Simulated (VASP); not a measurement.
A run of VASP 6.6.1 is set up as follows.

Contents of INCAR:

```
SYSTEM = Li
ALGO = Normal
EDIFF = 1E-6
ENCUT = 520
GGA = PE
ISIF = 2
ISMEAR = 0
LASPH = .True.
LCHARG = .False.
LREAL = .False.
LWAVE = .False.
NBANDS = 10
NELM = 100
PREC = Accurate
SIGMA = 0.1
```

File KPOINTS:

```
k-points
0
Gamma
  6 6 6
  0 0 0
```

The input POSCAR:

```
Li
1.0
    1.5020325541      0.8671988994      5.2327331218
   -1.5020325541      0.8671988994      5.2327331218
    0.0000000000     -1.7343977989      5.2327331218
Li
2
Direct
    0.0872670821      0.0872670821      0.0872670821
    0.9127329179      0.9127329179      0.9127329179
```

Potentials or basis: VASP PAW PBE potentials, release 64 (Li_sv).

Command:

```console
$ cat potpaw_PBE.64/Li_sv/POTCAR > POTCAR
$ mpirun -np 1 vasp_std > vasp.out
```

Question: Predict the band gap on the k mesh.

Answer: None (metal or under the smearing width).

Question: Estimate the largest force.

Answer: 0.010 eV/Å.

Forces in eV/Å, atoms in the order of the input:
```
Li   0.000  0.000 -0.010
Li   0.000  0.000  0.010
```

Caveat: the k mesh is coarse (spacing up to 0.41 Å⁻¹), so the values aren't converged.
